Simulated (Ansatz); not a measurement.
Zinc-blende AlSb

Level of theory: r²SCAN (Ansatz, a first-principles code, plane waves, PAW).

Numerical settings: plane-wave cutoff 500 eV, 10×10×10 k mesh, gaussian smearing 0.02 eV, scalar-relativistic PAW data made under PBE.

Cell: relaxed at this level.

```yaml
volume_per_atom: 29.47 Å³/atom
lattice_constant_a: 6.178 Å
band_gap: 1.52 eV (on the SCF k mesh)
```

Measured, for comparison: band gap 1.73 eV (zero-point renormalisation of 35 meV (experimental, the table's column) added back here, indirect; inputs from Miglio et al. (2020), arXiv:2011.12765); equilibrium volume per atom 28.77 Å³/atom, lattice constant a 6.128 Å (low temperature, thermal expansion removed or low-temperature value; zero-point expansion not removed; as tabulated in Zhang et al. (2018), doi:10.1088/1367-2630/aac7f0). Computed (rounded) less measured: equilibrium volume per atom +2.4 %, lattice constant a +0.8 %.

Spin–orbit coupling is not included; with these elements it can move the gap by several tenths of an eV or more.

Static lattice: no zero-point or thermal effects.
